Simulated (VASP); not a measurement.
# InSe (P6_3/mmc) in VASP: a series of runs

The runs below take InSe through phonons, optical spectrum, density of states, with LDA.

Program: VASP 6.6.1. These are calculated values, not measurements. Logs are shortened: lines on timing, memory, paths and dates and some standing lists are left out, and cuts for length are marked.

## Step 1: The structure

Symmetry: P6_3/mmc, No. 194, hexagonal system. Conventional cell: a = 4.050 Å, b = 4.050 Å, c = 16.930 Å, α = 90.00°, β = 90.00°, γ = 120.00°. Around In (site symmetry 3m) lie 3 Se at 2.52 Å. Around Se (site symmetry 3m) lie 3 In at 2.52 Å.

## Step 2: Phonons, LDA

Input file POSCAR:

```
InSe
1.0
    4.0500000000      0.0000000000      0.0000000000
   -2.0250000000      3.5074028853      0.0000000000
    0.0000000000      0.0000000000     16.9300000000
In Se
4 4
Direct
    0.6666666667      0.3333333333      0.8430000000
    0.3333333333      0.6666666667      0.3430000000
    0.6666666667      0.3333333333      0.6570000000
    0.3333333333      0.6666666667      0.1570000000
    0.6666666667      0.3333333333      0.3980000000
    0.3333333333      0.6666666667      0.8980000000
    0.6666666667      0.3333333333      0.1020000000
    0.3333333333      0.6666666667      0.6020000000
```

Input file INCAR.step1:

```
  ALGO = Normal
  EDIFF = 1E-8
  EDIFFG = -0.002
  ENCUT = 600
  GGA = CA
  IBRION = 2
  ISIF = 3
  ISMEAR = 0
  LASPH = T
  LCHARG = F
  LREAL = F
  LWAVE = F
  NELM = 80
  NSW = 40
  PREC = Accurate
  SIGMA = 0.02
```

Input file INCAR.step2:

```
  ALGO = Normal
  EDIFF = 1E-8
  ENCUT = 600
  GGA = CA
  IBRION = 8
  ISIF = 2
  ISMEAR = 0
  LASPH = T
  LCHARG = F
  LREAL = F
  LWAVE = F
  NELM = 80
  NSW = 1
  PREC = Accurate
  SIGMA = 0.02
```

Input file KPOINTS:

```
k-points
0
Gamma
  5 5 2
```

Potentials or basis: VASP PAW LDA potentials, release 64 (In_d, Se).

Run with:

```sh
> cat potpaw_LDA.64/In_d/POTCAR potpaw_LDA.64/Se/POTCAR > POTCAR
> cp INCAR.step1 INCAR
> mpirun -np 1 vasp_std > vasp.out
> cp CONTCAR POSCAR
> cp INCAR.step2 INCAR
> mpirun -np 1 vasp_std > vasp.out
```

OUTCAR:

```text
EDIFF = 1E-8
   ENCUT = 600
   GGA = CA
   IBRION = 8
   ISIF = 2
   ISMEAR = 0
   LASPH = T
   LREAL = F
   NELM = 80
   NSW = 1
   PREC = Accurate

 ion  position               nearest neighbor table
   1  0.667  0.333  0.833-   6 2.62   6 2.62   6 2.62   3 2.75
   2  0.333  0.667  0.333-   5 2.62   5 2.62   5 2.62   4 2.75
   3  0.667  0.333  0.667-   8 2.62   8 2.62   8 2.62   1 2.75
   4  0.333  0.667  0.167-   7 2.62   7 2.62   7 2.62   2 2.75
   5  0.667  0.333  0.411-   2 2.62   2 2.62   2 2.62
   6  0.333  0.667  0.911-   1 2.62   1 2.62   1 2.62
   7  0.667  0.333  0.089-   4 2.62   4 2.62   4 2.62
   8  0.333  0.667  0.589-   3 2.62   3 2.62   3 2.62

  LATTYP: Found a hexagonal cell.
 ALAT       =     3.9757704105
 C/A-ratio  =     4.1349372434

  Lattice vectors:

 A1 = (   3.9757704105,   0.0000000000,   0.0000000000)
 A2 = (  -1.9878852053,   3.4431181751,   0.0000000000)
 A3 = (   0.0000000000,   0.0000000000,  16.4395611418)

Analysis of symmetry for initial positions (statically):
=====================================================================
 Subroutine PRICEL returns:
 Original cell was already a primitive cell.

[... 743 lines left out ...]
  4Y     0.000000   -0.013177    0.000000    0.000000   -0.089839   -0.000000    0.000000    0.003593    0.000000    0.000000   -5.357227    0.000000    0.000000    0.249315    0.000000    0.000000    0.028482    0.000000    0.000000    5.174454    0.000000    0.000000    0.004399   -0.000000
  4Z     0.000000    0.000000    0.114326    0.000000   -0.000000    5.236114    0.000000    0.000000    0.163416    0.000000    0.000000  -11.746365    0.000000    0.000000    0.044824    0.000000   -0.000000   -0.044156   -0.000000   -0.000000    6.395382    0.000000   -0.000000   -0.163541
  5X     0.005111    0.000000    0.000000    5.174510   -0.000000   -0.000000    0.027613    0.000000    0.000000    0.248292    0.000000    0.000000   -5.563932    0.000000    0.000000   -0.003175   -0.000000    0.000000    0.056993    0.000000    0.000000    0.054589    0.000000    0.000000
  5Y     0.000000    0.005111    0.000000    0.000000    5.174510    0.000000    0.000000    0.027613    0.000000    0.000000    0.248292   -0.000000    0.000000   -5.563932    0.000000    0.000000   -0.003175    0.000000    0.000000    0.056993    0.000000    0.000000    0.054589    0.000000
  5Z     0.000000    0.000000   -0.136661    0.000000    0.000000    6.373844   -0.000000    0.000000   -0.014293    0.000000    0.000000    0.021464    0.000000   -0.000000   -6.883291    0.000000   -0.000000    0.174946    0.000000   -0.000000    0.127458    0.000000    0.000000    0.336533
  6X     5.174510    0.000000    0.000000    0.005111    0.000000   -0.000000    0.248292    0.000000    0.000000    0.027613    0.000000    0.000000   -0.003175   -0.000000   -0.000000   -5.563932    0.000000    0.000000    0.054589    0.000000    0.000000    0.056993    0.000000    0.000000
  6Y     0.000000    5.174510   -0.000000    0.000000    0.005111    0.000000    0.000000    0.248292    0.000000    0.000000    0.027613    0.000000    0.000000   -0.003175    0.000000    0.000000   -5.563932    0.000000    0.000000    0.054589   -0.000000    0.000000    0.056993   -0.000000
  6Z     0.000000    0.000000    6.373844    0.000000    0.000000   -0.136661    0.000000   -0.000000    0.021464    0.000000    0.000000   -0.014293    0.000000    0.000000    0.174946    0.000000    0.000000   -6.883291    0.000000    0.000000    0.336533    0.000000    0.000000    0.127458
  7X     0.027613    0.000000    0.000000    0.248292    0.000000    0.000000    0.005111    0.000000   -0.000000    5.174510    0.000000    0.000000    0.056993    0.000000    0.000000    0.054589    0.000000    0.000000   -5.563932    0.000000    0.000000   -0.003175   -0.000000   -0.000000
  7Y     0.000000    0.027613    0.000000    0.000000    0.248292    0.000000    0.000000    0.005111    0.000000    0.000000    5.174510   -0.000000    0.000000    0.056993   -0.000000    0.000000    0.054589   -0.000000    0.000000   -5.563932    0.000000    0.000000   -0.003175    0.000000
  7Z     0.000000    0.000000   -0.014293    0.000000   -0.000000    0.021464    0.000000    0.000000   -0.136661    0.000000    0.000000    6.373844    0.000000    0.000000    0.127458    0.000000    0.000000    0.336533    0.000000    0.000000   -6.883291    0.000000    0.000000    0.174946
  8X     0.248292    0.000000    0.000000    0.027613    0.000000    0.000000    5.174510   -0.000000   -0.000000    0.005111    0.000000    0.000000    0.054589    0.000000    0.000000    0.056993    0.000000    0.000000   -0.003175   -0.000000    0.000000   -5.563932    0.000000    0.000000
  8Y     0.000000    0.248292   -0.000000    0.000000    0.027613    0.000000    0.000000    5.174510    0.000000    0.000000    0.005111    0.000000    0.000000    0.054589    0.000000    0.000000    0.056993    0.000000    0.000000   -0.003175    0.000000    0.000000   -5.563932    0.000000
  8Z     0.000000    0.000000    0.021464   -0.000000    0.000000   -0.014293    0.000000    0.000000    6.373844    0.000000    0.000000   -0.136661    0.000000    0.000000    0.336533    0.000000   -0.000000    0.127458    0.000000   -0.000000    0.174946    0.000000   -0.000000   -6.883291

 Eigenvectors and eigenvalues of the dynamical matrix
 ----------------------------------------------------

   1 f  =    6.853075 THz    43.059143 2PiTHz  228.593989 cm-1    28.342030 meV
             X         Y         Z           dx          dy          dz
      1.987885  1.147706 13.702199    -0.000000    0.000000    0.420218
     -0.000000  2.295412  5.482418    -0.000000    0.000000   -0.420218
      1.987885  1.147706 10.957143    -0.000000   -0.000000   -0.420218
     -0.000000  2.295412  2.737362    -0.000000    0.000000    0.420218
      1.987885  1.147706  6.752001    -0.000000   -0.000000    0.270955
     -0.000000  2.295412 14.971782     0.000000   -0.000000   -0.270955
      1.987885  1.147706  1.467779     0.000000   -0.000000   -0.270955
     -0.000000  2.295412  9.687560     0.000000    0.000000    0.270955
[... 243 lines left out ...]
  24 f/i=    0.002663 THz     0.016729 2PiTHz    0.088814 cm-1     0.011012 meV
             X         Y         Z           dx          dy          dz
      1.987885  1.147706 13.702199     0.000000   -0.000000   -0.385028
     -0.000000  2.295412  5.482418     0.000000   -0.000000   -0.385028
      1.987885  1.147706 10.957143     0.000000   -0.000000   -0.385028
     -0.000000  2.295412  2.737362     0.000000   -0.000000   -0.385028
      1.987885  1.147706  6.752001     0.000000   -0.000000   -0.318988
     -0.000000  2.295412 14.971782     0.000000   -0.000000   -0.318988
      1.987885  1.147706  1.467779     0.000000   -0.000000   -0.318988
     -0.000000  2.295412  9.687560     0.000000   -0.000000   -0.318988

--------------------------------------------------------------------------------------------------------

 ELASTIC MODULI CONTR FROM IONIC RELAXATION (kBar)
 Direction    XX          YY          ZZ          XY          YZ          ZX
 --------------------------------------------------------------------------------
 XX        -350.6529    -87.5470   -170.0253     -0.0000      0.0000     -0.0000
 YY         -87.5470   -350.6529   -170.0253      0.0000     -0.0000      0.0000
 ZZ        -170.0253   -170.0253   -643.9666      0.0000     -0.0000     -0.0000
 XY          -0.0000      0.0000      0.0000   -131.5529      0.0000      0.0000
 YZ           0.0000      0.0000     -0.0000      0.0000   -258.7920     -0.0000
 ZX          -0.0000      0.0000     -0.0000      0.0000     -0.0000   -327.0525
 --------------------------------------------------------------------------------
```

Wall time 50 min (1 thread of AMD EPYC 9R45 (Zen 5), shared host); peak memory 0.8 GiB.

What came out:

- Relaxed volume: 28.13 Å³/atom
- Relaxed cell: a = 3.976 Å, b = 3.976 Å, c = 16.440 Å, α = 90.00°, β = 90.00°, γ = 120.00°
- Space group after relaxing (to 0.05 Å): P6_3/mmc (No. 194)
- Highest phonon frequency at Γ, LO-TO splitting left out: 229 cm⁻¹

The path:
```tsv
step	energy change (eV)	largest force (eV/Å)	pressure (GPa)	volume (Å³)
1	0.0000	2.6161	3.60	240.49
2	-0.9321	0.2084	-4.32	264.44
3	-1.0216	0.8148	-2.96	258.42
4	-1.3818	0.2727	-1.32	242.22
5	-1.4050	0.2852	-0.62	237.45
6	-1.5085	0.3991	0.60	230.69
7	-1.5188	0.4677	1.13	227.92
8	-1.5741	0.1024	-0.21	230.06
9	-1.5741	0.1090	-0.18	230.00
10	-1.5782	0.0441	-0.12	229.05
11	-1.5783	0.0641	-0.11	228.88
12	-1.5795	0.0591	0.05	228.04
13	-1.5799	0.0931	0.30	226.69
14	-1.5799	0.0839	0.24	227.05
15	-1.5805	0.0807	0.23	226.96
16	-1.5821	0.0708	0.20	226.67
17	-1.5847	0.0505	0.16	226.10
18	-1.5872	0.0188	0.08	224.95
19	-1.5873	0.0230	0.07	224.74
20	-1.5877	0.0206	-0.04	225.06
21	-1.5877	0.0201	-0.04	225.06
22	-1.5878	0.0141	0.01	224.94
23	-1.5878	0.0116	0.03	224.90
24	-1.5879	0.0017	0.01	225.04
```

Final structure:
```yaml
crystal:
  lattice:
    - [3.97577, 0.00000, 0.00000]
    - [-1.98789, 3.44312, 0.00000]
    - [0.00000, 0.00000, 16.43956]
  atoms:
    - { symbol: In, position: [0.66667, 0.33333, 0.83349] }
    - { symbol: In, position: [0.33333, 0.66667, 0.33349] }
    - { symbol: In, position: [0.66667, 0.33333, 0.66651] }
    - { symbol: In, position: [0.33333, 0.66667, 0.16651] }
    - { symbol: Se, position: [0.66667, 0.33333, 0.41072] }
    - { symbol: Se, position: [0.33333, 0.66667, 0.91072] }
    - { symbol: Se, position: [0.66667, 0.33333, 0.08928] }
    - { symbol: Se, position: [0.33333, 0.66667, 0.58928] }
```

Phonon frequencies in cm⁻¹ (negative: imaginary):
| q point | frequencies |
| --- | --- |
| (0.000, 0.000, 0.000) | 0 0 0 17 17 34 36 36 39 39 108 114 174 174 174 174 178 178 178 178 190 200 228 229 |

## Step 3: Optical spectrum, LDA

Input file INCAR:

```
SYSTEM = InSe
ALGO = Fast ; CSHIFT = 0.05
EDIFF = 1E-6 ; ENCUT = 520
GGA = CA ; ISIF = 2
ISMEAR = 0 ; LASPH = .True.
LCHARG = .False. ; LOPTICS = .True.
LREAL = .False. ; LWAVE = .False.
NBANDS = 86 ; NEDOS = 1000
NELM = 60 ; PREC = Accurate
SIGMA = 0.02
```

Input file KPOINTS:

```
k-points
0
Gamma
  6 6 2
  0 0 0
```

POSCAR is that of step 2.

Potentials or basis: VASP PAW LDA potentials, release 64 (In_d, Se).

Run with:

```sh
> cat potpaw_LDA.64/In_d/POTCAR potpaw_LDA.64/Se/POTCAR > POTCAR
> mpirun -np 1 vasp_std > vasp.out
```

OUTCAR:

```text
SYSTEM = InSe
   EDIFF = 1E-6
   ENCUT = 520
   GGA = CA
   ISIF = 2
   ISMEAR = 0
   LASPH = .True.
   LREAL = .False.
   NELM = 60
   PREC = Accurate

 ion  position               nearest neighbor table
   1  0.667  0.333  0.843-   6 2.52   6 2.52   6 2.52   3 3.15
   2  0.333  0.667  0.343-   5 2.52   5 2.52   5 2.52   4 3.15
[... 1101 lines left out ...]
     1.59568     8.92819     8.92819     9.80799     0.00000    -0.00000     0.00000
     1.99460     9.56020     9.56020     5.28350     0.00000    -0.00000     0.00000
[... 92 lines left out ...]
    39.09411     0.81989     0.81989     0.82137    -0.00000     0.00000    -0.00000
    39.49303     0.82432     0.82432     0.82587    -0.00000     0.00000    -0.00000

  frequency dependent IMAGINARY DIELECTRIC FUNCTION (independent particle, no local field effects) current-current
     E(ev)      X         Y         Z        XY        YZ        ZX
  --------------------------------------------------------------------------------------------------------------
     0.00000    19.03944    19.03944    27.79342     0.00000    -0.00000    -0.00000
     0.39892     1.95411     1.95411     3.29885     0.00000    -0.00000    -0.00000
     0.79784     1.07183     1.07183     7.44641     0.00000    -0.00000    -0.00000
     1.19676     0.95114     0.95114     2.71587     0.00000    -0.00000    -0.00000
     1.59568     1.54799     1.54799     3.56734     0.00000    -0.00000    -0.00000
     1.99460     2.08659     2.08659     6.03825     0.00000    -0.00000    -0.00000
[... 92 lines left out ...]
    39.09411     0.00011     0.00011     0.00012     0.00000     0.00000    -0.00000
    39.49303     0.00010     0.00010     0.00011     0.00000     0.00000    -0.00000

  frequency dependent      REAL DIELECTRIC FUNCTION (independent particle, no local field effects) current-current
     E(ev)        X           Y           Z          XY          YZ          ZX
  --------------------------------------------------------------------------------------------------------------
     0.00000     8.58819     8.58819    12.02859     0.00000    -0.00000     0.00000
     0.39892     8.68602     8.68602    12.94288     0.00000    -0.00000     0.00000
     0.79784     9.02192     9.02192    20.81408     0.00000    -0.00000     0.00000
     1.19676     9.90173     9.90173     7.14364     0.00000    -0.00000     0.00000
     1.59568     8.86674     8.86674     9.63635    -0.00000    -0.00000     0.00000
     1.99460     9.48048     9.48048     5.00299    -0.00000    -0.00000     0.00000
[... 92 lines left out ...]
    39.09411     0.81990     0.81990     0.82139    -0.00000    -0.00000    -0.00000
    39.49303     0.82433     0.82433     0.82588    -0.00000    -0.00000    -0.00000
```

stdout:

```text
POSCAR found type information on POSCAR InSe
 POSCAR found :  2 types and       8 ions
 scaLAPACK will be used
 LDA part: xc-table for (Slater(with rela. corr.)+CA(PZ))
 , standard interpolation
 POSCAR, INCAR and KPOINTS ok, starting setup
 FFT: planning ... GRIDC
 FFT: planning ... GRID_SOFT
 FFT: planning ... GRID
 WAVECAR not read
 entering main loop
WARNING in EDDRMM: call to ZHEGV failed, returncode =   8  4     79
WARNING in EDDRMM: call to ZHEGV failed, returncode =   6  3     73
WARNING in EDDRMM: call to ZHEGV failed, returncode =   8  4     77
WARNING in EDDRMM: call to ZHEGV failed, returncode =   8  4     78
WARNING in EDDRMM: call to ZHEGV failed, returncode =   8  4     81
WARNING in EDDRMM: call to ZHEGV failed, returncode =   8  4     82
WARNING in EDDRMM: call to ZHEGV failed, returncode =   6  3     58
WARNING in EDDRMM: call to ZHEGV failed, returncode =   8  4     68
WARNING in EDDRMM: call to ZHEGV failed, returncode =   6  3     57
WARNING in EDDRMM: call to ZHEGV failed, returncode =   8  4     72
WARNING in EDDRMM: call to ZHEGV failed, returncode =   6  3     69
 optical routines
 imaginary and real dielectric function
 recalculating local potential from charge density
 direction            1
 direction            2
 direction            3
```

It took 4.1 min on 1 thread of AMD EPYC 9R45 (Zen 5), shared host; peak memory 0.55 GiB.

Results:

```
Free energy            : -31.7153 eV
Pressure               : 3.6 GPa
Largest force          : 2.616 eV/Å
Band gap on the k mesh : none (metal or under the smearing width)
```

Forces in eV/Å, atoms in the order of the input:
```
In   0.000  0.000 -2.616
In   0.000  0.000 -2.616
In   0.000  0.000  2.616
In   0.000  0.000  2.616
Se   0.000  0.000  1.657
Se   0.000  0.000  1.657
Se   0.000  0.000 -1.657
Se   0.000  0.000 -1.657
```

Dielectric function (mean over the directions given):
```csv
energy (eV),real part,imaginary part
0.32,9.99,0.08
0.80,13.16,1.66
1.28,9.60,0.84
1.76,12.18,4.18
2.31,13.65,6.44
2.79,8.05,1.83
3.27,11.86,6.27
3.83,6.37,6.56
4.31,13.11,17.31
4.79,-5.34,12.89
5.35,-0.84,3.49
5.82,1.51,5.74
6.30,-0.10,9.31
6.86,-2.50,4.69
7.34,-0.98,3.68
7.82,-1.94,4.55
8.30,-2.33,1.93
8.86,-1.77,1.83
9.33,-1.73,2.22
9.81,-1.09,2.10
10.37,-0.61,1.49
10.85,-1.13,1.22
11.33,-1.00,0.96
11.89,-0.68,0.66
12.37,-0.70,1.04
12.85,-0.33,0.63
13.40,-0.29,0.55
13.88,-0.23,0.32
14.36,-0.01,0.40
14.84,0.05,0.51
15.40,0.08,0.32
15.88,0.27,0.52
16.36,0.11,0.41
16.91,0.15,0.40
17.39,0.32,0.25
17.87,0.35,0.31
18.43,0.41,0.37
18.91,0.32,0.41
19.39,0.23,0.30
19.95,0.30,0.29
```

Caveat: spectra need much finer meshes, so this one isn't converged; independent-particle spectra lack excitons; the intraband (Drude) part of a metal's response may be missing; forces of over 1 eV/Å show positions far from the minimum, so gaps and moduli don't describe the material at rest.

(Part 1 of 2 ends here.)
